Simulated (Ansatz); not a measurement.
# NaH: the cost of one run

The runs shown are made with Ansatz 0.2.0. G0W0, plane waves. No spin polarisation. The prototype was imposed, so other structures may be more stable.

## 1. The cell

The cell was relaxed beforehand with r2SCAN.

Space group Pm-3m (No. 221), cubic; a = 2.932 Å in the conventional setting, 12.61 Å³ an atom. Around Na lie 8 H at 2.54 Å; around H lie 8 Na at 2.54 Å.

Coordinates:

```cif
data_structure
_symmetry_space_group_name_H-M 'Pm-3m'
_symmetry_Int_Tables_number 221
_cell_length_a 2.9324
_cell_length_b 2.9324
_cell_length_c 2.9324
_cell_angle_alpha 90.000
_cell_angle_beta 90.000
_cell_angle_gamma 90.000
_cell_volume 25.22
loop_
_atom_site_label
_atom_site_type_symbol
_atom_site_symmetry_multiplicity
_atom_site_Wyckoff_symbol
_atom_site_fract_x
_atom_site_fract_y
_atom_site_fract_z
_atom_site_occupancy
Na1 Na 1 a 0.00000 0.00000 0.00000 1
H1 H 1 b 0.50000 0.50000 0.50000 1
```

## 2. 40 empty bands, 80 eV

input.yaml

```yaml
crystal:
  lattice:
    - [2.9323911888, 0.0, 0.0]
    - [0.0, 2.9323911888, 0.0]
    - [0.0, 0.0, 2.9323911888]
  atoms:
    - { symbol: Na, position: [0.0, 0.0, 0.0] }
    - { symbol: H, position: [0.5, 0.5, 0.5] }
kpoints:
  mp_grid: { grid: [4, 4, 4] }
hamiltonian:
  xc: pbe
scf:
  occupations: { method: fixed }
gw:
  n_empty_bands: 40
  ecut_chi: 80
  qp_bands: [v2, c2]
  qp_kpoints: band_edges
  screening: { model: contour_deformation }
```

Launch:

```bash
$ ansatz run input.yaml --threads 2 --pin off --max-ram 3686MiB --backend cpu --events-out ev --progress --plain --runs-dir out
```

Q: Estimate wall time and peak memory on 2 threads of Intel Xeon at 2.50GHz (Skylake/Cascade Lake), shared host.

About 4.6 s, with a peak of 0.28 GiB.
